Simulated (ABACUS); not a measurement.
# Ta in ABACUS: convergence with basis

Input of the first run (basis SZ); the others differ in this setting and in those tied to it:

INPUT

```
INPUT_PARAMETERS
suffix              Ta
calculation         scf
basis_type          lcao
pseudo_dir          ./
orbital_dir         ./
symmetry            1
dft_functional      pbe
ecutwfc             100
pseudo_rcut         10
nspin               1
nbands              10
ks_solver           genelpa
smearing_method     mp
smearing_sigma      0.00734986
scf_thr             1e-07
scf_nmax            100
mixing_type         broyden
mixing_beta         0.7
cal_force           1
cal_stress          1
out_mul             1
```

The input STRU:

```
ATOMIC_SPECIES
Ta 180.9479 73_Ta_13_2.2_2.6_pbe_n_v1.0.upf

NUMERICAL_ORBITAL
Ta_confined-atom_7au_2s1p1d.orb

LATTICE_CONSTANT
1.8897261246

LATTICE_VECTORS
-1.6512800000 1.6512800000 1.6512800000
1.6512800000 -1.6512800000 1.6512800000
1.6512800000 1.6512800000 -1.6512800000

ATOMIC_POSITIONS
Direct

Ta
0.0
1
0.0000000000 0.0000000000 0.0000000000 1 1 1
```

The input KPT:

```
K_POINTS
0
Gamma
10 10 10 0 0 0
```

Potentials or basis: SPMS ONCV 1.0 PBE, SZ LCAO (the cutoffs set its grid).

Run with:

```bash
$ OMP_NUM_THREADS=1 mpirun -np 4 abacus > log
```

Hardware: 4 MPI ranks on Intel(R) Xeon(R) Platinum 8259CL CPU @ 2.50GHz (Skylake/Cascade Lake), on a shared host.

```tsv
basis	energy less the tightest run, at zero smearing (meV/atom)	pressure (GPa)	SCF cycles	CPU time (s)
SZ	1186.48	-10.81	6	6.7
DZP	40.83	4.87	7	15
TZDP	24.26	4.90	7	23
pw	0.00	4.79	6	22
```

Not settled before the last step: the energy (to 1 meV/atom), the pressure (to 0.1 GPa). The tightest run that finished is the yardstick and may itself not be fully converged.

The run has no spin-orbit coupling, so splittings on Ta are missing.
